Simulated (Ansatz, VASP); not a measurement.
# Cross-check of Zr2Ga between VASP and Ansatz, part 2 of 2

One calculation is typed for both programs; each brings its own data sets. How far apart do they land? The cell is taken from a series of runs on this material, whose earlier steps may have relaxed, scaled, displaced or heated it; both programs get it as it stands.

VASP 6.6.1 and Ansatz 0.2.0.

So far: Set-up; VASP: relaxation of cell and atoms, r2SCAN.

### 3. Ansatz: relaxation of cell and atoms, r2SCAN

Level of this step: Ansatz beside VASP: Kohn-Sham DFT, plane waves, r2SCAN (Ansatz).

Ansatz runs on its default PAW (the set named soft_2) files.

The same cell, functional, mesh and smearing now go to Ansatz, which takes its cutoff from its data sets.

input.yaml reads:

```yaml
crystal:
  lattice:
    - [-3.354, 3.354, 2.7185]
    - [3.354, -3.354, 2.7185]
    - [3.354, 3.354, -2.7185]
  atoms:
    - { symbol: Zr, position: [0.6543, 0.1543, 0.8086] }
    - { symbol: Zr, position: [0.1543, 0.3457, 0.5] }
    - { symbol: Zr, position: [0.3457, 0.8457, 0.1914] }
    - { symbol: Zr, position: [0.8457, 0.6543, 0.5] }
    - { symbol: Ga, position: [0.25, 0.25, 0.0] }
    - { symbol: Ga, position: [0.75, 0.75, 0.0] }
kpoints:
  mp_grid: { grid: [8, 8, 8] }
hamiltonian:
  xc: r2scan
scf:
  occupations: { method: gaussian, width: 0.1 }
output:
  forces: true
  stress: true
  eigenvalues: true
relax:
  adjacent_minimum: "off"
  f_tol: 0.005
  max_steps: 60
  cell: { stress_tol: 0.03 }
```

The run is started by

```bash
$ ansatz run input.yaml --threads 8 --pin off --max-ram 16384MiB --backend cpu --events-out ev --progress --plain --runs-dir out
```

Numbers of over 12 decimals in the logs are rounded to 6 here.

Log:

```text
Engine: ansatz 0.2.0, aarch64-unknown-linux-gnu
Pseudopotentials: kind: paw
Pseudopotential: Zr, paw, valence charge 12, recommended cutoff 500 eV (meta_gga), Zr.paw.azcp
Pseudopotential: Ga, paw, valence charge 13, recommended cutoff 500 eV (meta_gga), Ga.paw.azcp
Functional definition: r2SCAN
  parameter k0 = 0.174
  parameter k1 = 0.065
  parameter a1 = 4.9479
  exchange = r2scan_x(k0 = k0, k1 = k1, a1 = a1)
  correlation = r2scan_c
Crystal: 6 atoms, lattice volume = 122.325 Å³
Basis set: ecut = 500 eV, 3089 PW (Γ), exchange–correlation on 160×160×160 points (64 copies of the dense FFT grid, shifted against one another)
Bands: 45, of which v1, the nominal top of the filled ones, is band 37 counted from 1 (36 counted from 0)
Symmetry: 16 space group operations
Space group: I4/mcm (ITA 140), of the structure as read, at distance tolerance 5.0e-5 Å
k-points: 59 of 512
Non-local potential: Zr, projectors of the file, l = 0: 3, l = 1: 2, l = 2: 2, l = 3: 2
Non-local potential: Ga, projectors of the file, l = 0: 2, l = 1: 2, l = 2: 3, l = 3: 1
PAW form: soft (Blöchl's): semilocal exchange-correlation on the pseudo side does not see the compensation charge
PAW frozen core: Zr, regenerated for the run's functional (the file was generated under x = pbe(κ = 0.804, μ = 0.219515), c = pbe(β = 0.066725))
PAW frozen core: Ga, regenerated for the run's functional (the file was generated under x = pbe(κ = 0.804, μ = 0.219515), c = pbe(β = 0.066725))
PAW one-centre angular grid: Zr, 590 points (default); XC on 160 Gauss nodes
PAW one-centre angular grid: Ga, 590 points (default); XC on 160 Gauss nodes
Initial density: superposition of atomic densities (neutral atoms: chi_scale 0, normalization atom), corrected by the library's trained network
Initial wavefunctions: pseudopotential atomic-orbital guess
Functional: x = r2scan, c = r2scan; τ floored in thin density (d = 2e-4 eV/Å³)
SCF iter   1: F=—  HF=-24363.789893 eV  |F-HF|=—  |Δ(HF+E_count)|=         —  Δρ=8.43e-3  dr2=9.15e-2  dr2_τ=2.88e-2  ethr=1.77e-3  ⟨swp⟩=5.4  Hψ=10038  notcnv=0
preconditioner: auto → Kerker (q_TF=auto, 2.509 Å⁻¹)  [metal: Δε(μ)=0.007 eV  Ē_g=10.332 eV  σ=0.100 eV  W_gap=0.04  n_scr=34 (ndim 8)  ℏωp=21.8 eV  f_vac=0.000  D(μ)=4.74/eV (n_scr^D=34)]
SCF iter   2: F=—  HF=-24363.878324 eV  |F-HF|=—  |Δ(HF+E_count)|=   8.84e-2  Δρ=4.25e-3  dr2=2.18e-2  dr2_τ=8.60e-4  ethr=1.24e-4  ⟨swp⟩=2.0  Hψ=5579  notcnv=0  defer=112
SCF iter   3: F=—  HF=-24363.876784 eV  |F-HF|=—  |Δ(HF+E_count)|=   1.54e-3  Δρ=2.40e-3  dr2=7.45e-3  dr2_τ=3.17e-4  ethr=2.95e-5  ⟨swp⟩=2.3  Hψ=4167  notcnv=0  defer=112
SCF iter   4: F=—  HF=-24363.876447 eV  |F-HF|=—  |Δ(HF+E_count)|=   3.36e-4  Δρ=4.82e-4  dr2=2.07e-4  dr2_τ=1.84e-5  ethr=1.01e-5  ⟨swp⟩=2.9  Hψ=4798  notcnv=0  defer=112
SCF iter   5: F=—  HF=-24363.876592 eV  |F-HF|=—  |Δ(HF+E_count)|=   1.45e-4  Δρ=1.61e-4  dr2=2.73e-5  dr2_τ=8.72e-7  ethr=2.80e-7  ⟨swp⟩=2.3  Hψ=4252  notcnv=0  defer=112
SCF iter   6: F=—  HF=-24363.876606 eV  |F-HF|=—  |Δ(HF+E_count)|=   1.46e-5  Δρ=3.13e-5  dr2=9.92e-7  dr2_τ=6.42e-8  ethr=3.69e-8  ⟨swp⟩=2.2  Hψ=4627  notcnv=0  defer=112
SCF iter   7: F=—  HF=-24363.876607 eV  |F-HF|=—  |Δ(HF+E_count)|=   6.07e-7  Δρ=1.17e-5  dr2=1.49e-7  dr2_τ=4.92e-9  ethr=1.34e-9  ⟨swp⟩=2.0  Hψ=3832  notcnv=0  defer=112
SCF iter   8: F=-24363.876607 eV  HF=-24363.876607 eV  |F-HF|=1.21e-8  |Δ(HF+E_count)|=   4.62e-8  Δρ=5.15e-6  dr2=3.07e-8  dr2_τ=8.16e-10  ethr=1.35e-10  ⟨swp⟩=9.1  Hψ=9540  notcnv=0
SCF 1 converged in 8 iterations: F = -24363.876607 eV  dr2 = 3.07e-8
  greatest PAW one-centre occupation: 0.993 electrons in one spin orbital (limit 2), on the Ga atom at site 5 (counted from 0), in its partial waves of l = 2
relax step   1: F+E_penalty+E_count = -24363.87660716 eV  Δ(F+E_penalty+E_count) = +0.000e0 eV  max|allowed force component| = 3.721e-2 eV/Å  Δτ_max = 0.0000 Å  P = -0.159 GPa  Ω = 122.325 Å³  (8 SCF iters, dr2 threshold 1.00e-7 eV, accepted)
[...]
relax step   2: F+E_penalty+E_count = -24363.87552383 eV  Δ(F+E_penalty+E_count) = +1.083e-3 eV  max|allowed force component| = 7.068e-2 eV/Å  Δτ_max = 0.0146 Å  P = +0.218 GPa  Ω = 121.781 Å³  energy of the carried Pulay correction = +3.093e-4 eV  (7 SCF iters, dr2 threshold 8.66e-8 eV, rejected (line search))
[...]
relax step   3: F+E_penalty+E_count = -24363.87741294 eV  Δ(F+E_penalty+E_count) = -8.058e-4 eV  max|allowed force component| = 2.027e-3 eV/Å  Δτ_max = 0.0050 Å  P = +0.016 GPa  Ω = 122.086 Å³  energy of the carried Pulay correction = +1.355e-4 eV  (10 SCF iters, accepted)
[...]
relax step   4: F+E_penalty+E_count = -24363.87728064 eV  Δ(F+E_penalty+E_count) = +1.323e-4 eV  max|allowed force component| = 2.032e-3 eV/Å  Δτ_max = 0.0000 Å  P = +0.015 GPa  Ω = 122.086 Å³  stress off target by 1.63e-2 GPa  SCF on the basis re-selected at this cell (its energy is not comparable with the rows above)  (4 SCF iters)
basis re-selected at this cell: Δ(F+E_penalty+E_count) = +1.323e-4 eV, ΔP = -0.001 GPa vs the last step (what re-selecting the basis moved, of the pressure what is left beyond the Pulay correction that the steps carried, after the strain that the cell walked since its last selection, with what the two solves' SCF thresholds leave and, on support functions, any second-order correction that the steps lacked; it is no m [...]
SCF converged after 4 iterations
Free energy (F): -24363.877281 eV
Harris-Foulkes:  -24363.877281 eV  (|F-HF|=7.28e-12)
Internal energy: -24363.854749 eV  (E = F + TS)
E sigma→0 (E₀):  -24363.866015 eV
Entropy (-TS):   -0.022531 eV (-3.755 meV/atom)
Fermi energy:    13.168510 eV
--- Per-component energies (eV) ---
  E_band       = -417.868071
  E_kinetic    = 1559.626921
  E_local      = -6125.038993  (includes V_loc(G=0)·N_el)
  E_nonlocal   = 1163.124882
  E_hartree    = 2525.992132
  E_xc         = -749.935042
  E_vxc        = -966.758197  (∫ρ·V_xc dr)
  E_paw        = -15882.010342  (= ΣΔE_a)
  E_vpaw       = -1157.105975  (= ΣTr[D̂ρ^β])
  E_aug_tail   = -0.000049  (compensation charges beyond the density's cutoff)
  E_vtau       = 56.298845  (kinetic-family band-sum trace: ∫τ·v_τ [+ j·A + Jᵃ·Aᵃ] dr)
  E_ewald      = -6853.649153
  E_core_change = -1.965106  (= ΣΔE_core)
  E_smearing   = -0.022531  (= −TS)
  E_closure    = 0.000000  (closes the sum)
  Σ components = -24363.877281   (vs F -24363.877281, Δ=0.00e0)
--- Forces (eV/Å), atoms counted from 1 ---
  atom   1  Zr    -0.00203225    -0.00203225     0.00000000
  atom   2  Zr     0.00203225    -0.00203225     0.00000000
  atom   3  Zr     0.00203225     0.00203225     0.00000000
  atom   4  Zr    -0.00203225     0.00203225     0.00000000
  atom   5  Ga    -0.00000000    -0.00000000     0.00000000
  atom   6  Ga    -0.00000000     0.00000000     0.00000000
  max |Σ_I F_I| component: 5.51e-17 eV/Å
--- Stress (GPa, compression-positive) ---
        0.016299       0.000000       0.000000
        0.000000       0.016299      -0.000000
        0.000000      -0.000000       0.012430
  P = ⅓ Tr σ = 0.0150 GPa (0.150 kbar)
--- Band table (eV; the first three rows and the last of 59) ---
  k-point 0: bands = [... 33 lower, 12.2304, 12.2304, 12.5855, 12.5855, 12.8638, 14.9687, 15.0528, 15.4955, ... 4 higher]
  k-point 1: bands = [... 33 lower, 12.1476, 12.2188, 12.5147, 12.6486, 12.8709, 14.9940, 15.1358, 15.4173, ... 4 higher]
  k-point 2: bands = [... 33 lower, 12.1849, 12.3219, 12.5287, 12.7833, 12.7977, 15.0030, 15.1346, 15.1749, ... 4 higher]
  k-point 58: bands = [... 33 lower, 12.0918, 12.6405, 12.8525, 13.4667, 13.7178, 14.1570, 14.1570, 15.0067, ... 4 higher]
--- Relaxed structure (3 steps of the walk, 2 accepted, 1 SCFs on fresh bases) ---
  F+E_penalty+E_count = -24363.87728064 eV   max|allowed force component| = 2.032e-3 eV/Å   (the final SCF, on the basis selected at the relaxed cell)
  cell:  # Å, volume = 122.0864 Å³
    - [-3.352117, 3.352117, 2.716244]
    - [3.352117, -3.352117, 2.716244]
    - [3.352117, 3.352117, -2.716244]
  atoms:
    - { symbol: Zr, position: [0.653770, 0.153770, 0.807541] }
    - { symbol: Zr, position: [0.153770, 0.346230, 0.5] }
    - { symbol: Zr, position: [0.346230, 0.846230, 0.192459] }
    - { symbol: Zr, position: [0.846230, 0.653770, 0.5] }
    - { symbol: Ga, position: [0.25, 0.25, 0] }
    - { symbol: Ga, position: [0.75, 0.75, 0] }
```

In the SCF lines HF is the Harris–Foulkes energy and dr2 the Hartree energy of the density residual, in eV; the loop may stop once dr2 is under the threshold and the program's other checks hold. Hψ counts applications of the Hamiltonian.

### 4. Comparison

Known differences besides the potentials themselves: VASP keeps PBE cores, Ansatz makes them for the functional; the cutoff is 500 eV in Ansatz and 550 eV in VASP; Ansatz adds a Pulay correction to the stress that steers its cell, VASP none. Total energies have different zeros and are not compared.

Both answers:

```csv
quantity,Ansatz,VASP,difference
volume (Å³),122.09,122.14,-0.05 %
"edge a after relaxation, in the typed setting (Å)",5.464,5.465,-0.02 %
```

### 5. Results

* difference in volume (relaxation of cell and atoms, r2SCAN): -0.046 %

In words: The difference in volume is -0.046 % (relaxation of cell and atoms, r2SCAN), within the 1.2 % picked in this series as the mark of a large difference, as far as the stopping tolerances let one tell. How closely two codes agree says nothing of how well the functional describes the real material.

[Lines on the potential files, build, host, timing and source positions are cut from VASP's logs without a mark.]

[Logs are printed without paths, hosts, clocks, repeated set-up lines and the standing remarks that a program may print on its own settings, such as how far it seeks lower states.]

[Hosts, paths, dates, database ids (printed as entryN), source tags and the programs' standing remarks are cut or masked in the printed files.]
